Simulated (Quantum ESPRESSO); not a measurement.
KBr under changes of volume

One of the cells (33.055 Å³/atom); the others are scaled copies at fixed shape and fractional positions:

```
CELL_PARAMETERS angstrom
4.04350 0.00000 0.00000
0.00000 4.04350 0.00000
0.00000 0.00000 4.04350
ATOMIC_POSITIONS crystal
Br 0.50000 0.50000 0.50000
K 0.00000 0.00000 0.00000
```

Measurements of this composition are mostly on another form, of space group No. 225.

| Item | Value |
| --- | --- |
| Program | Quantum ESPRESSO 7.5 |
| Functional | PBE |
| Potentials or basis | SSSP 1.3 efficiency PBE |
| Cutoff | 816 eV |
| Density cutoff | 6531 eV |
| k mesh | 7 × 7 × 7 |
| Occupations | fermi-dirac, width 0.05 eV |
| Spin | no spin polarisation |

```tsv
volume (Å³/atom)	energy over the lowest point (meV/atom)	pressure (GPa)	gap on the mesh (eV)
31.072	?	?	?
31.733	2.28	0.6	4.02
32.394	0.42	0.2	3.95
33.055	0.00	-0.1	3.89
33.716	0.84	-0.4	3.83
34.378	2.82	-0.6	3.77
35.039	5.80	-0.9	3.72
```

Question: What does the run at 31.072 Å³/atom give?

Answer: Energy over the lowest point 5.75 meV/atom; pressure 1.0 GPa; gap on the mesh 4.09 eV.

Worked out: A Birch-Murnaghan fit of order 3 (a polynomial in V^(-2/3)) to the other rows has its minimum at 32.93 Å³/atom with B0 = V·E''(V) = 15.7 GPa and B' = 4.9. It gives 5.75 meV/atom at 31.072 Å³/atom, against the run's 5.75, and -dE/dV = 1.1 GPa, against 1.0. A straight line through the other rows of the gap, of slope -3.03 eV per unit of ln V, extrapolates to 4.08 eV, against the run's 4.09.

Energies are extrapolated to zero smearing.

Caveats: an odd mesh through Γ misses points on the zone boundary, where band edges often lie. Spin-orbit coupling on Br is left out.
